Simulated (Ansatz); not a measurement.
ZrC:

```xyz
2
Lattice="0.0000 2.3650 2.3650 2.3650 0.0000 2.3650 2.3650 2.3650 0.0000" Properties=species:S:1:pos:R:3 pbc="T T T"
Zr    2.3650    2.3650    2.3650
C     0.0000    0.0000    0.0000
```

Base run:

* Program: Ansatz 0.2.0
* Functional: LDA
* Potentials or basis: all-electron LAPW, scalar-relativistic
* Cutoff: 253 eV
* Density cutoff: 1012 eV
* Basis error allowed: 0.001 eV/atom
* k mesh: 10 × 10 × 10
* Occupations: fermi-dirac, width 0.05 eV
* Spin: no spin polarisation

Its results: pressure -12.4 GPa.

After a change of settings the same cell gave: pressure -8.4 GPa. Which change was it?
A. functional from LDA to PBE
B. functional from LDA to PBE; occupations from fermi-dirac, width 0.05 eV to gaussian, width 0.028 eV
C. functional from LDA to PBEsol
D. functional from LDA to RPBE; occupations from fermi-dirac, width 0.05 eV to gaussian, width 0.05 eV

C.

PBEsol binds less tightly than LDA, so the same cell stands under more pressure.

Not every run made on this cell is shown here.
